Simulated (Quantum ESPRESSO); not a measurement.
# InSe under changes of volume

One of the cells (29.237 Å³/atom); the others are scaled copies at fixed shape and fractional positions:

```xyz
4
Lattice="2.0000 1.1547 8.4400 -2.0000 1.1547 8.4400 0.0000 -2.3094 8.4400" Properties=species:S:1:pos:R:3 pbc="T T T"
In    0.0000    0.0000   22.4994
In    0.0000    0.0000    0.0000
Se    0.0000    0.0000    4.3525
Se    0.0000    0.0000    9.7102
```

```yaml
Program: Quantum ESPRESSO 7.5
Functional: PBE
Potentials_or_basis: SSSP 1.3 efficiency PBE
Cutoff: 748 eV
Density_cutoff: 5987 eV
k_mesh: 8 × 8 × 8
Occupations: fermi-dirac, width 0.05 eV
Spin: no spin polarisation
```

```csv
volume (Å³/atom),energy over the lowest point (meV/atom),pressure (GPa),gap on the mesh (eV),largest force (eV/Å)
27.483,?,?,?,?
28.068,42.56,5.3,0.55,0.614
28.652,25.45,4.0,0.49,0.478
29.237,12.97,2.8,0.44,0.390
29.822,4.63,1.7,0.38,0.307
30.406,0.00,0.8,0.34,0.230
```

**Question.** What does the run at 27.483 Å³/atom give?

**Answer.** Energy over the lowest point 64.83 meV/atom; pressure 6.8 GPa; gap on the mesh 0.61 eV; largest force 0.804 eV/Å.

Worked out: A Birch-Murnaghan fit of order 3 (a polynomial in V^(-2/3)) to the other rows has its minimum at 30.95 Å³/atom, just outside them, with B0 = V·E''(V) = 43 GPa and B' = 5.1 at fixed shape and positions, which overstates the stiffness. It gives 64.92 meV/atom at 27.483 Å³/atom, against the run's 64.83, and -dE/dV = 6.9 GPa, against 6.8. A straight line through the other rows of the gap, of slope -2.65 eV per unit of ln V (its deformation potential), extrapolates to 0.60 eV, against the run's 0.61.

Energies are extrapolated to zero smearing.

Caveats: spin-orbit coupling is left out, which moves the levels of the heavy elements.

A mesh can miss the band edges.
